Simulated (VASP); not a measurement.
# CdSe (F-43m) in VASP: further runs

One crystal, CdSe, is run at these levels: r2SCAN+rVV10; tasks: single point, relaxation of cell and atoms.

Program: VASP 6.6.1. These are calculated values, not measurements. Logs are shortened: lines on timing, memory, paths and dates and some standing lists are left out, and cuts for length are marked.

## Step 1: The structure

Symmetry: F-43m, No. 216, cubic system. Conventional cell: a = 6.102 Å, b = 6.102 Å, c = 6.102 Å, α = 90.00°, β = 90.00°, γ = 90.00°. Around Cd (site symmetry -43m) lie 4 Se at 2.64 Å. Se (site symmetry -43m) has 4 Cd at 2.64 Å as nearest neighbours.

Measurements of this composition are mostly on another form, of space group No. 186.

## Step 2: Single point, r2SCAN+rVV10

POSCAR

```
CdSe
1.0
    0.0000000000      3.0509253868      3.0509253868
    3.0509253868      0.0000000000      3.0509253868
    3.0509253868      3.0509253868      0.0000000000
Cd Se
1 1
Direct
    0.0000000000      0.0000000000      0.0000000000
    0.7500000000      0.7500000000      0.7500000000
```

INCAR.step1

```
PREC = Accurate
ENCUT = 520
ISMEAR = 0
SIGMA = 0.02
LREAL = False
LASPH = True
NELM = 100
NBANDS = 16
GGA = PE
ALGO = Normal
EDIFF = 1E-4
LWAVE = True
LCHARG = False
```

INCAR.step2

```
PREC = Accurate
ENCUT = 520
EDIFF = 1E-7
ISMEAR = 0
SIGMA = 0.02
LREAL = False
LASPH = True
NELM = 100
ALGO = Normal
ISIF = 2
LWAVE = False
LCHARG = True
METAGGA = R2SCAN
LMIXTAU = True
LUSE_VDW = True
IVDW_NL = 2
BPARAM = 11.95
CPARAM = 0.0093
LELF = True
LVHAR = True
NBANDS = 16
ISTART = 1
```

KPOINTS

```
Automatic mesh
0
Gamma
  8 8 8
```

Potentials or basis: VASP PAW PBE potentials, release 64 (Cd, Se).

The run is started by

```sh
$ cat potpaw_PBE.64/Cd/POTCAR potpaw_PBE.64/Se/POTCAR > POTCAR
$ cp INCAR.step1 INCAR
$ mpirun -np 1 vasp_std > vasp.out
$ cp INCAR.step2 INCAR
$ mpirun -np 1 vasp_std > vasp.out
```

OUTCAR:

```text
PREC = Accurate
   ENCUT = 520
   EDIFF = 1E-7
   ISMEAR = 0
   LREAL = False
   LASPH = True
   NELM = 100
   ISIF = 2
   METAGGA = R2SCAN
   IVDW_NL = 2
   BPARAM = 11.95
   ISTART = 1

 ion  position               nearest neighbor table
   1  0.000  0.000  0.000-   2 2.64   2 2.64   2 2.64   2 2.64
   2  0.750  0.750  0.750-   1 2.64   1 2.64   1 2.64   1 2.64

  LATTYP: Found a face centered cubic cell.
 ALAT       =     6.1018507736

  Lattice vectors:

 A1 = (   0.0000000000,   3.0509253868,   3.0509253868)
 A2 = (   3.0509253868,   0.0000000000,   3.0509253868)
 A3 = (   3.0509253868,   3.0509253868,   0.0000000000)

Analysis of symmetry for initial positions (statically):
=====================================================================
 Subroutine PRICEL returns:
 Original cell was already a primitive cell.

 Routine SETGRP: Setting up the symmetry group for a
 face centered cubic supercell.

 Subroutine GETGRP returns: Found 24 space group operations
 (whereof 24 operations were pure point group operations)
 out of a pool of 48 trial point group operations.

The static configuration has the point symmetry T_d .

Analysis of symmetry for dynamics (positions and initial velocities):
=====================================================================
 Subroutine PRICEL returns:
 Original cell was already a primitive cell.

 Routine SETGRP: Setting up the symmetry group for a
 face centered cubic supercell.

 Subroutine GETGRP returns: Found 24 space group operations
 (whereof 24 operations were pure point group operations)
 out of a pool of 48 trial point group operations.

The dynamic configuration has the point symmetry T_d .

 Subroutine INISYM returns: Found 24 space group operations
 (whereof 24 operations are pure point group operations),
 and found     1 'primitive' translations

----------------------------------------------------------------------------------------

                                     Primitive cell

  volume of cell :      56.7969

  direct lattice vectors                    reciprocal lattice vectors
     0.000000000  3.050925387  3.050925387    -0.163884703  0.163884703  0.163884703
     3.050925387  0.000000000  3.050925387     0.163884703 -0.163884703  0.163884703
     3.050925387  3.050925387  0.000000000     0.163884703  0.163884703 -0.163884703

  length of vectors
     4.314660060  4.314660060  4.314660060     0.283856632  0.283856632  0.283856632

  position of ions in fractional coordinates (direct lattice)
     0.000000000  0.000000000  0.000000000
     0.750000000  0.750000000  0.750000000

  ion indices of the primitive-cell ions
   primitive index   ion index
                 1           1
                 2           2

----------------------------------------------------------------------------------------

 KPOINTS: Automatic mesh

Automatic generation of k-mesh.
 Grid dimensions read from file:
 generate k-points for:    8    8    8

 Generating k-lattice:

  Cartesian coordinates                     Fractional coordinates (reciprocal lattice)
    -0.020485588  0.020485588  0.020485588     0.125000000  0.000000000  0.000000000
     0.020485588 -0.020485588  0.020485588     0.000000000  0.125000000  0.000000000
     0.020485588  0.020485588 -0.020485588     0.000000000  0.000000000  0.125000000

  Length of vectors
     0.035482079  0.035482079  0.035482079

  Shift w.r.t. Gamma in fractional coordinates (k-lattice)
     0.000000000  0.000000000  0.000000000

 Subroutine IBZKPT returns following result:
 ===========================================

 Found     29 irreducible k-points:

 Following reciprocal coordinates:
            Coordinates               Weight
  0.000000  0.000000  0.000000      1.000000
  0.125000  0.000000  0.000000      8.000000
  0.250000  0.000000  0.000000      8.000000
  0.375000  0.000000  0.000000      8.000000
  0.500000  0.000000  0.000000      4.000000
  0.125000  0.125000  0.000000      6.000000
[... 16 lines left out ...]
  0.500000  0.250000  0.125000     48.000000
 -0.375000  0.250000  0.125000     24.000000
 [... further k-points ...]
   k-points           NKPTS =     29   k-points in BZ     NKDIM =     29   number of bands    NBANDS=     16
   number of dos      NEDOS =    301   number of ions     NIONS =      2
   total plane-waves  NPLWV =  32768
   dimension x,y,z NGX =    32 NGY =   32 NGZ =   32
   dimension x,y,z NGXF=    64 NGYF=   64 NGZF=   64
   ions per type =               1   1
   NGX,Y,Z   is equivalent  to a cutoff of  12.33, 12.33, 12.33 a.u.
   NGXF,Y,Z  is equivalent  to a cutoff of  24.66, 24.66, 24.66 a.u.
 SYSTEM =  unknown system
   PREC   = accura    normal or accurate (medium, high low for compatibility)
   ISTART =      1    job   : 0-new  1-cont  2-samecut
   ICHARG =      0    charge: 1-file 2-atom 10-const
   ISPIN  =      1    spin polarized calculation?
   LNONCOLLINEAR =      F non collinear calculations
   LSORBIT =      F    spin-orbit coupling
   LASPH  =      T    aspherical Exc in radial PAW
   ENCUT  =  520.0 eV  38.22 Ry    6.18 a.u.   8.02  8.02  8.02*2*pi/ulx,y,z
   NELM   =    100;   NELMIN=  2; NELMDL=  0     # of ELM steps
   EDIFF  = 0.1E-06   stopping-criterion for ELM
   LREAL  =      F    real-space projection
   EDIFFG = 0.1E-05   stopping-criterion for IOM
   NSW    =      0    number of steps for IOM
   IBRION =     -1    ionic relax: 0-MD 1-quasi-New 2-CG
   NFREE  =      0    steps in history (QN), initial steepest desc. (CG)
   ISIF   =      2    stress and relaxation
   ISYM   =      2    0-nonsym 1-usesym 2-fastsym
   POTIM  = 0.5000    time-step for ionic-motion
   TEBEG  =    0.0;   TEEND  =   0.0 temperature during run
   PSTRESS=    0.0 pullay stress
   NELECT =      18.0000    total number of electrons
   NUPDOWN=      -1.0000    fix difference up-down
   EMIN   =  10.00;   EMAX   =-10.00  energy-range for DOS
   EFERMI =   0.00;   METHOD = LEGACY
   ISMEAR =     0;   SIGMA  =   0.02  broadening in eV -4-tet -1-fermi 0-gaus
   EFERMI_NEDOS =   21; number of points for ismear=-14 and -15
   IALGO  =     38    algorithm
   IMIX   =      4    mixing-type and parameters
     AMIX     =   0.40;   BMIX     =  1.00
     AMIX_MAG =   1.60;   BMIX_MAG =  1.00
  volume/ion in A,a.u.               =      28.40       191.64
  Fermi-wavevector in a.u.,A,eV,Ry     =   1.116154  2.109225 16.950132  1.245800
  Thomas-Fermi vector in A             =   2.252765
   LORBIT       =      0    0 simple, 1 ext, 2 COOP (PROOUT), +10 PAW based schemes
   METAGGA = R2SCAN    functional components
   LHFCALC =     F    Hartree Fock is set to
   AEXX    =    0.0000 exact exchange contribution
   IVDW_NL    =     2    kernel type
   BPARAM     =11.9500
   IVDW    =     0    specifies the selected vdW correction
   LEPSILON=     F    determine dielectric tensor
   LRPA    =     F    only Hartree local field effects (RPA)
 non-spin polarized calculation
 Gauss-broadening in eV      SIGMA  =   0.02
  energy-cutoff  :      520.00
  volume of cell :       56.80
 maximum number of plane-waves:      1543
   NGX = 17   NGY = 17   NGZ = 17

 number of electron      18.0000005 magnetization

 Free energy of the ion-electron system (eV)
  ---------------------------------------------------
  ext. energy  EPLUGINS =         0.00000000
  ---------------------------------------------------
  free energy    TOTEN  =       -35.32175434 eV

  energy without entropy =      -35.32175434  energy(sigma->0) =      -35.32175434

 E-fermi :   0.6452     XC(G=0):  -9.4581

 val. band max:        0.5542804543   @ k =   0.0000   0.0000   0.0000
 cond. band min:       1.5658941953   @ k =   0.0000   0.0000   0.0000
 fundamental gap:      1.0116137411
 Fermi energy:         0.6452024166

 k-point     1 :       0.0000    0.0000    0.0000
  band No.  band energies     occupation
      1     -12.4179      2.00000
      2      -7.5671      2.00000
      3      -7.5671      2.00000
      4      -7.5671      2.00000
      5      -7.1738      2.00000
      6      -7.1738      2.00000
[... 8 lines left out ...]
     15      12.1610      0.00000
     16      12.1610      0.00000

 k-point     2 :       0.1250    0.0000    0.0000
  band No.  band energies     occupation
      1     -12.3638      2.00000
      2      -7.5494      2.00000
      3      -7.5494      2.00000
      4      -7.5162      2.00000
      5      -7.1746      2.00000
      6      -7.1746      2.00000
[... 8 lines left out ...]
     15      11.3333      0.00000
     16      11.4763      0.00000

 k-point     3 :       0.2500    0.0000    0.0000
  band No.  band energies     occupation
      1     -12.2315      2.00000
      2      -7.5103      2.00000
      3      -7.5103      2.00000
      4      -7.3457      2.00000
      5      -7.1715      2.00000
      6      -7.1715      2.00000
[... 8 lines left out ...]
     15      11.0912      0.00000
     16      11.0912      0.00000

 k-point     4 :       0.3750    0.0000    0.0000
  band No.  band energies     occupation
      1     -12.0977      2.00000
      2      -7.4787      2.00000
      3      -7.4787      2.00000
      4      -7.1590      2.00000
      5      -7.1590      2.00000
      6      -7.0614      2.00000
[... 8 lines left out ...]
     15      12.0472      0.00000
     16      12.0472      0.00000
[... 324 lines left out ...]
 k-point    22 :       0.3750    0.2500    0.1250
  band No.  band energies     occupation
      1     -12.1337      2.00000
      2      -7.4673      2.00000
      3      -7.4466      2.00000
      4      -7.2890      2.00000
      5      -7.1650      2.00000
      6      -7.1281      2.00000
[... 8 lines left out ...]
     15      12.6389      0.00000
     16      13.7663      0.00000

 k-point    23 :       0.5000    0.2500    0.1250
  band No.  band energies     occupation
      1     -12.0275      2.00000
      2      -7.4360      2.00000
      3      -7.4188      2.00000
      4      -7.2198      2.00000
      5      -7.1516      2.00000
      6      -6.9360      2.00000
[... 8 lines left out ...]
     15      13.0258      0.00000
     16      13.6433      0.00000

 k-point    24 :      -0.3750    0.2500    0.1250
  band No.  band energies     occupation
      1     -11.9836      2.00000
      2      -7.4294      2.00000
      3      -7.4064      2.00000
      4      -7.1935      2.00000
      5      -7.1574      2.00000
      6      -6.7907      2.00000
[... 8 lines left out ...]
     15      12.7120      0.00000
     16      13.7521      0.00000

 [... further k-points ...]

------------------------ aborting loop because EDIFF is reached ----------------------------------------

  FORCE on cell =-STRESS in cart. coord.  units (eV):
  Direction    XX          YY          ZZ          XY          YZ          ZX
  --------------------------------------------------------------------------------------
  -------------------------------------------------------------------------------------
  Total        0.1303148      0.1303148      0.1303148      0.0000000      0.0000000     -0.0000000
  in kB        3.6760344      3.6760344      3.6760344      0.0000000      0.0000000     -0.0000000
  external PRESSURE =       3.6760344 kB  Pullay stress =       0.0000000 kB

 VOLUME and BASIS-vectors are now :
 -----------------------------------------------------------------------------
  energy-cutoff  :      520.00
  volume of cell :       56.80
      direct lattice vectors                 reciprocal lattice vectors
     0.000000000  3.050925387  3.050925387    -0.163884703  0.163884703  0.163884703
     3.050925387  0.000000000  3.050925387     0.163884703 -0.163884703  0.163884703
     3.050925387  3.050925387  0.000000000     0.163884703  0.163884703 -0.163884703

 POSITION                                       TOTAL-FORCE (eV/Angst)
 -----------------------------------------------------------------------------------
      0.00000      0.00000      0.00000         0.000000      0.000000      0.000000
      4.57639      4.57639      4.57639        -0.000000     -0.000000     -0.000000
 -----------------------------------------------------------------------------------
    total drift:                                0.000002      0.000002      0.000002

  FREE ENERGIE OF THE ION-ELECTRON SYSTEM (eV)
  ---------------------------------------------------
  free  energy   TOTEN  =       -35.3217543389 eV

  energy  without entropy=      -35.3217543389  energy(sigma->0) =      -35.32175434
```

Run time: 68 s. Hardware: 1 thread of Intel Xeon 6975P-C (Granite Rapids), shared host; peak memory 0.33 GiB.

What came out:

```
Free energy            : -35.3218 eV
Pressure               : 0.4 GPa
Band gap on the k mesh : 1.01 eV, direct
```

Caveat: the PAW data sets were made with another functional, which shifts forces and pressure a little. r2SCAN opens gaps a little over a GGA but as a rule still falls short of measured ones.

(Continued in part 2 of 2.)
